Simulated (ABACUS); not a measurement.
# Be (P6_3/mmc) in ABACUS: equation of state

Aim: energy against volume of Be in PBE, for its equilibrium volume and stiffness.

Program: ABACUS 3.10.1. These are calculated values, not measurements. Logs are shortened: lines on timing, memory, paths and dates and some standing lists are left out, and cuts for length are marked.

### 1 Starting point

Symmetry: P6_3/mmc, No. 194, hexagonal system. Conventional cell: a = 2.285 Å, b = 2.285 Å, c = 3.584 Å, α = 90.00°, β = 90.00°, γ = 120.00°. Be (site symmetry -6m2) has 12 Be at 2.23 to 2.29 Å as nearest neighbours.

### 2 Equation of state, PBE, 7.62 Å³/atom (volume scaled by 0.94)

File INPUT:

```
INPUT_PARAMETERS
suffix              Be
calculation         scf
basis_type          pw
pseudo_dir          ./
symmetry            1
dft_functional      pbe
ecutwfc             89
pseudo_rcut         10
nspin               1
nbands              8
ks_solver           dav
smearing_method     fd
smearing_sigma      0.00367493
scf_thr             1e-08
scf_nmax            100
mixing_type         broyden
mixing_beta         0.7
cal_force           1
cal_stress          1
kpar                4
```

File STRU:

```
ATOMIC_SPECIES
Be 9.0122 Be.upf

LATTICE_CONSTANT
1.8897261246

LATTICE_VECTORS
2.2386481342 0.0000000000 0.0000000000
-1.1193240671 1.9387261544 0.0000000000
0.0000000000 0.0000000000 3.5110325309

ATOMIC_POSITIONS
Direct

Be
0.0
2
0.6666666667 0.3333333333 0.7500000000 1 1 1
0.3333333333 0.6666666667 0.2500000000 1 1 1
```

File KPT:

```
K_POINTS
0
Gamma
13 13 8 0 0 0
```

Potentials or basis: PseudoDojo NC SR 0.4.1 PBE standard, plane waves.

On the command line:

```sh
$ OMP_NUM_THREADS=1 mpirun -np 4 abacus > log
```

running log:

```text
ABACUS v3.10.1

               Atomic-orbital Based Ab-initio Computation at UStc

 ------------------------------------------------------------------------------------

 READING GENERAL INFORMATION
                           global_out_dir = OUT.Be/
                           global_in_card = INPUT
                               pseudo_dir = ./
                              orbital_dir =
                                    DSIZE = 4
                                    GSIZE = 1

 READING UNITCELL INFORMATION
                                    ntype = 1
                  lattice constant (Bohr) = 1.88973
              lattice constant (Angstrom) = 1

 READING ATOM TYPE 1
                               atom label = Be
                      L=0, number of zeta = 1
                      L=1, number of zeta = 1
                      L=2, number of zeta = 1
             number of atom for this type = 2

                        TOTAL ATOM NUMBER = 2
DIRECT COORDINATES
    atom                   x                   y                   z     mag                  vx                  vy                  vz
taud_Be1            0.6666666667        0.3333333333        0.7500000000  0.0000        0.0000000000        0.0000000000        0.0000000000
taud_Be2            0.3333333333        0.6666666667        0.2500000000  0.0000        0.0000000000        0.0000000000        0.0000000000

                          Volume (Bohr^3) = 102.833
                             Volume (A^3) = 15.2383

 Lattice vectors: (Cartesian coordinate: in unit of a_0)
             +2.23865                  +0                  +0
             -1.11932            +1.93873                  +0
                   +0                  +0            +3.51103
 Reciprocal vectors: (Cartesian coordinate: in unit of 2 pi/a_0)
            +0.446698           +0.257901                  -0
                   -0           +0.515803                  -0
                   +0                  -0           +0.284817
 The esolver type has been set to : ksdft_pw

                PAO radial cut off (Bohr) = 10

 Read in pseudopotential file is Be.upf
                     pseudopotential type = NC
          exchange-correlation functional = PBE
                 nonlocal core correction = 0
                        valence electrons = 4
                                     lmax = 1
                           number of zeta = 2
                     number of projectors = 4
                           L of projector = 0
                           L of projector = 0
                           L of projector = 1
                           L of projector = 1
     initial pseudo atomic orbital number = 4

 SETUP THE ELECTRONS NUMBER
            electron number of element Be = 4
      total electron number of element Be = 8
            AUTOSET number of electrons:  = 8
                           occupied bands = 4
                                   NBANDS = 8
                                   NLOCAL = 18

%%%%%%%%%%%%%%%%%%%%%%%%%%%%%%%%%%%%%%%%%%%%%%%%%%%%%%%%%%%%%%%%%%%%%%%%%%%%%%%%%%%%%%%%%%%%%%%%%%%%%%%%%%
 Warning: the number of valence electrons in pseudopotential > 2 for Be: [He] 2s2
 Pseudopotentials with additional electrons can yield (more) accurate outcomes, but may be less efficient.
 If you're confident that your chosen pseudopotential is appropriate, you can safely ignore this warning.
%%%%%%%%%%%%%%%%%%%%%%%%%%%%%%%%%%%%%%%%%%%%%%%%%%%%%%%%%%%%%%%%%%%%%%%%%%%%%%%%%%%%%%%%%%%%%%%%%%%%%%%%%%

 SETUP THE PLANE WAVE BASIS
 energy cutoff for charge/potential (unit:Ry) = 356
            fft grid for charge/potential = [ 25, 25, 40 ]
                        fft grid division = [ 1, 1, 1 ]
        big fft grid for charge/potential = [ 25, 25, 40 ]
                                     nbxx = 25000
                                     nrxx = 25000

 SETUP PLANE WAVES FOR CHARGE/POTENTIAL
                    number of plane waves = 11661
                         number of sticks = 439

 PARALLEL PW FOR CHARGE/POTENTIAL
     PROC   COLUMNS(POT)             PW
        1            439          11661
 --------------- sum -------------------
        1            439          11661
                            number of |g| = 626
                                  max |g| = 32.1923
                                  min |g| = 0

----------- Double Check Mixing Parameters Begin ------------
mixing_type: broyden
mixing_beta: 0.7
mixing_gg0: 1
mixing_gg0_min: 0.1
mixing_ndim: 8
----------- Double Check Mixing Parameters End ------------

 LATTICE VECTORS: (CARTESIAN COORDINATE: IN UNIT OF A0)
             +2.23865                  +0                  +0
             -1.11932            +1.93873                  +0
                   +0                  +0            +3.51103
                       right hand lattice = 1
                                   NORM_A = 2.23865
                                   NORM_B = 2.23865
                                   NORM_C = 3.51103
                           ALPHA (DEGREE) = 90
                           BETA  (DEGREE) = 90
                           GAMMA (DEGREE) = 120

 The lattice vectors have been changed (STRU_SIMPLE.cif)

(for optimal symmetric configuration:)
                             BRAVAIS TYPE = 4
                     BRAVAIS LATTICE NAME = 04. Hexagonal cell
                                    ibrav = 4
                                    IBRAV = 4
                                  BRAVAIS = HEXAGONAL CELL
                       LATTICE CONSTANT A = 2.23865
                                C/A RATIO = 1.56837
Original cell was already a primitive cell.
                        ROTATION MATRICES = 24
              PURE POINT GROUP OPERATIONS = 12
                   SPACE GROUP OPERATIONS = 24
                                       C2 = 3
                                       C3 = 2
                                       C4 = 0
                                       C6 = 0
                                       S1 = 3
                                       S3 = 0
                                       S4 = 0
                                       S6 = 2
                              POINT GROUP = D_3d
                                       C2 = 7
                                       C3 = 2
                                       C4 = 0
                                       C6 = 2
                                       S1 = 7
                                       S3 = 2
                                       S4 = 0
                                       S6 = 2
               POINT GROUP IN SPACE GROUP = D_6h

 SETUP K-POINTS
                                    nspin = 1
                   Input type of k points = Monkhorst-Pack(Gamma)
                                   nkstot = 1352
                       right hand lattice = 1
(for reciprocal lattice: )
                             BRAVAIS TYPE = 4
                     BRAVAIS LATTICE NAME = 04. Hexagonal cell
                                    ibrav = 4
                       right hand lattice = 1
(for k-lattice: )
                             BRAVAIS TYPE = 4
                     BRAVAIS LATTICE NAME = 04. Hexagonal cell
                                    ibrav = 4
                       right hand lattice = 1
                        ROTATION MATRICES = 24
                               nkstot_ibz = 105
K-POINTS REDUCTION ACCORDING TO SYMMETRY
     IBZ    DIRECT_X    DIRECT_Y    DIRECT_Z  WEIGHT  ibz2bz
       1  0.00000000  0.00000000  0.00000000  0.0007       0
       2 -0.07692308  0.07692308  0.00000000  0.0044       1
       3 -0.15384615  0.15384615  0.00000000  0.0044       2
       4 -0.23076923  0.23076923  0.00000000  0.0044       3
       5 -0.30769231  0.30769231  0.00000000  0.0044       4
       6 -0.38461538  0.38461538  0.00000000  0.0044       5
[... 22 lines left out ...]
      29 -0.07692308  0.15384615  0.12500000  0.0089     183
      30 -0.15384615  0.23076923  0.12500000  0.0178     184
[... 75 further k points ...]

                               nkstot now = 105
[... K-POINTS DIRECT COORDINATES: 105 rows ...]

           k-point number in this process = 27
       minimum distributed K point number = 26
[... stars of the k points ...]

[... K-POINTS CARTESIAN COORDINATES: 27 rows ...]

[... K-POINTS DIRECT COORDINATES: 27 rows ...]

 SETUP PLANE WAVES FOR WAVE FUNCTIONS
     energy cutoff for wavefunc (unit:Ry) = 89
              fft grid for wave functions = [ 25, 25, 40 ]
                    number of plane waves = 2201
                         number of sticks = 151

 PARALLEL PW FOR WAVE FUNCTIONS
     PROC   COLUMNS(POT)             PW
        1            151           2201
 --------------- sum -------------------
        1            151           2201

 SETUP NONLOCAL PSEUDOPOTENTIALS IN PLANE WAVE BASIS
 Be non-local projectors:
 projector 1 L=0
 projector 2 L=0
 projector 3 L=1
 projector 4 L=1
      TOTAL NUMBER OF NONLOCAL PROJECTORS = 16

 Init Non-Local PseudoPotential table :
 Init Non-Local-Pseudopotential done.

                                     npwx = 1471

 Make real space PAO into reciprocal space.
       max mesh points in Pseudopotential = 1001
     dq(describe PAO in reciprocal space) = 0.01
                                    max q = 1136

 number of pseudo atomic orbitals for Be is 2
WARNING: norm of atomic wavefunction # 2 of atomic type Be is 0.999955, renormalized

 -------------------------------------------
 SELF-CONSISTENT
 -------------------------------------------
                                 init_chg = atomic

 PW ALGORITHM --------------- ION=   1  ELEC=   1--------------------------------
 Notice: Threshold on eigenvalues was too large.
 hsover_error=0.08 > DRHO=0.0030746
 Origin diag ethr = 0.01
 New diag ethr = 3.84325e-05

 Density error is 0.00308958702299
                          Error Threshold = 3.84324918683e-05
----------------------------------------------------------
     Energy           Rydberg                 eV
----------------------------------------------------------
 E_KohnSham     -55.8181303224       -759.4446240907
 E_Harris       -55.8777019613       -760.2551378194
 E_Fermi        0.6594172881         8.9718324778
----------------------------------------------------------
[... 39 lines left out ...]
 Density error is 1.33654112495e-09
                          Error Threshold = 1.07353830719e-09
----------------------------------------------------------
     Energy           Rydberg                 eV
----------------------------------------------------------
 E_KohnSham     -55.8181205459       -759.4444910744
 E_KS(sigma->0) -55.8180842259       -759.4439969164
 E_Harris       -55.8180487428       -759.4435141435
 E_band         -25.4941569184       -346.8657997958
 E_one_elec     -29.4538088206       -400.7396277623
 E_Hartree      8.3286580474         113.3172061378
 E_xc           -9.8443002190        -133.9385758014
 E_Ewald        -24.8485969138       -338.0825053324
 E_entropy(-TS) -0.0000726399        -0.0009883161
 E_descf        0.0000000000         0.0000000000
 E_exx          0.0000000000         0.0000000000
 E_Fermi        0.6610384327         8.9938892823
----------------------------------------------------------

 charge density convergence is achieved
 final etot is -759.44449107 eV
 EFERMI = 8.9938892823 eV

 STATE ENERGY(eV) AND OCCUPATIONS    NSPIN == 1
 1/27 kpoint (Cartesian) = 0.0000 0.0000 0.0000 (1459 pws)
       1       -90.7417     0.00147929
       2       -90.7087     0.00147929
       3       -2.38859     0.00147929
       4        4.62322     0.00147929
       5        10.4838    1.69309e-16
       6        25.5814        0.00000
       7        25.5814        0.00000
       8        28.5329        0.00000

 2/27 kpoint (Cartesian) = -0.034361 0.019839 0.0000 (1451 pws)
       1       -90.7404     0.00887574
       2       -90.7082     0.00887574
       3       -2.21692     0.00887574
       4        4.85161     0.00887574
       5        10.5269    4.29411e-16
       6        24.1976        0.00000
       7        24.5823        0.00000
       8        28.5563        0.00000
[... 31 lines left out ...]
 6/27 kpoint (Cartesian) = -0.17181 0.099193 0.0000 (1471 pws)
       1       -90.7189     0.00887574
       2       -90.7035     0.00887574
       3        1.87866     0.00887574
       4        8.46733     0.00887550
       5        10.2132    2.27828e-13
       6        15.6472    1.43830e-60
       7        19.2694        0.00000
       8        19.4033        0.00000

[... levels at 21 further k points ...]

------------------------------------------------------------------------------------------
 TOTAL-FORCE (eV/Angstrom)
------------------------------------------------------------------------------------------
                       Be1         0.0000000000         0.0000000000         0.0000000000
                       Be2         0.0000000000         0.0000000000         0.0000000000
------------------------------------------------------------------------------------------

----------------------------------------------------------------
 TOTAL-STRESS (KBAR)
----------------------------------------------------------------
        59.4461734362         0.0000000000         0.0000000000
        -0.0000000000        59.4461734332         0.0000000000
        -0.0000000000        -0.0000000000        60.9880846409
----------------------------------------------------------------
 TOTAL-PRESSURE: 59.960144 KBAR

 --------------------------------------------
 !FINAL_ETOT_IS -759.4444910744493882 eV
 --------------------------------------------
```

It took 4.5 s on 4 MPI ranks of AMD EPYC 7R43 (Zen 3), shared host; peak memory 0.24 GiB.

What came out:

```yaml
Free_energy: -759.4445 eV
Pressure: 6.0 GPa
Band_gap_on_the_k_mesh: none (metal or under the smearing width)
```

(Continued in part 2 of 2.)
